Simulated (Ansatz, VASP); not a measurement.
## Two plane-wave programs on H

POSCAR

```
H
1.0
   -1.6069577465      1.6069577465      2.0584739900
    1.6069577465     -1.6069577465      2.0584739900
    1.6069577465      1.6069577465     -2.0584739900
H
2
Direct
    0.9098622900      0.9098622900      0.0000000000
    0.0901377100      0.0901377100      0.0000000000
```

The input INCAR.step1:

```
SYSTEM = H
  PREC = Accurate
  ENCUT = 520
  ISMEAR = 0
  SIGMA = 0.05
  LREAL = .FALSE.
  LASPH = .TRUE.
  NELM = 100
  NBANDS = 8
  GGA = PE
  ALGO = Normal
  EDIFF = 1E-4
  LWAVE = .TRUE.
  LCHARG = .FALSE.
```

INCAR.step2

```
SYSTEM = H
  PREC = Accurate
  ENCUT = 520
  EDIFF = 1E-6
  ISMEAR = 0
  SIGMA = 0.05
  LREAL = .FALSE.
  LASPH = .TRUE.
  NELM = 100
  ALGO = Normal
  ISIF = 2
  LWAVE = .FALSE.
  LCHARG = .FALSE.
  METAGGA = R2SCAN
  LMIXTAU = .TRUE.
  NBANDS = 8
  ISTART = 1
```

KPOINTS

```
Automatic mesh
0
G
  10 10 10
  0 0 0
```

Input for Ansatz:

```yaml
crystal:
  lattice:
    - [-1.6069577465, 1.6069577465, 2.05847399]
    - [1.6069577465, -1.6069577465, 2.05847399]
    - [1.6069577465, 1.6069577465, -2.05847399]
  atoms:
    - { symbol: H, position: [0.90986229, 0.90986229, 0.0] }
    - { symbol: H, position: [0.09013771, 0.09013771, 0.0] }
basis:
  ecutwfc: 500
kpoints:
  mp_grid: { grid: [10, 10, 10] }
hamiltonian:
  xc: r2scan
scf:
  occupations: { method: gaussian, width: 0.05 }
output:
  forces: true
  stress: true
  eigenvalues: true
```

Change from the starting cell: strain -0.0500 x Voigt [1, 1, 0, 0, 0, 0], atoms carried along.

Alike in both runs: task single point; functional r2SCAN; k mesh 10 × 10 × 10; occupations gaussian, width 0.05 eV; no spin polarisation.

|  | VASP | Ansatz |
| --- | --- | --- |
| version | VASP 6.6.1 | Ansatz 0.2.0 |
| potentials or method | VASP PAW PBE potentials, release 64 (H) | scalar-relativistic, plane waves, PAW |
| plane-wave cutoff (eV) | 520 | 500 |
| valence electrons in the cell | 2 | 2 |

Ansatz gave:

```
gap on the k mesh at the Fermi level (eV) : 9.51
least direct gap on the mesh (eV)         : 10.39
pressure (GPa)                            : 0.4
rms of the force components (eV/Å)        : 0.007
```

Question: What did VASP give for the same quantities?

Answer: gap on the k mesh at the Fermi level (eV): 9.52; least direct gap on the mesh (eV): 10.41; pressure (GPa): 0.2; rms of the force components (eV/Å): 0.004.

Atom by atom the forces differ by 0.003 eV/Å (rms over components).

Caveats: the PAW data sets were made with another functional, which shifts forces and pressure a little (VASP). A k mesh can miss the band edges.
